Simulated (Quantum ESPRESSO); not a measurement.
# CuO (Tenorite) under changes of volume

One of the cells (10.135 Å³/atom); the others are scaled copies at fixed shape and fractional positions:

```
Cu O
1.0
     2.34185   -1.71130    0.00000
     2.34185    1.71130    0.00000
    -0.85003    0.00000    5.05787
Cu O
2 2
Direct
  0.50000 0.00000 0.50000
  0.00000 0.50000 0.00000
  0.41840 0.58160 0.75000
  0.58160 0.41840 0.25000
```

```yaml
Program: Quantum ESPRESSO 7.5
Functional: PBE
Potentials_or_basis: GBRV 1.5 PBE
Cutoff: 612 eV
Density_cutoff: 4898 eV
k_mesh: 10 × 10 × 5
Occupations: fermi-dirac, width 0.05 eV
Spin: no spin polarisation
```

```csv
volume (Å³/atom),energy over the lowest point (meV/atom),pressure (GPa),largest force (eV/Å)
9.527,58.50,19.6,0.020
9.730,35.83,14.5,0.099
9.932,19.24,10.0,0.172
10.135,8.11,5.9,0.239
10.338,?,?,?
10.540,0.00,-1.0,0.356
10.743,2.07,-3.9,0.408
```

Problem. What does the run at 10.338 Å³/atom give?

Solution. Energy over the lowest point 1.88 meV/atom; pressure 2.3 GPa; largest force 0.300 eV/Å.

Worked out: A Birch-Murnaghan fit of order 3 (a polynomial in V^(-2/3)) to the other rows has its minimum at 10.53 Å³/atom with B0 = V·E''(V) = 163 GPa and B' = 4.6 at fixed shape and positions, which overstates the stiffness. It gives 1.85 meV/atom at 10.338 Å³/atom, against the run's 1.88, and -dE/dV = 3.1 GPa, against 2.3.

Energies are extrapolated to zero smearing.

Caveats: the run has no spin polarisation, though such a crystal can be magnetic.
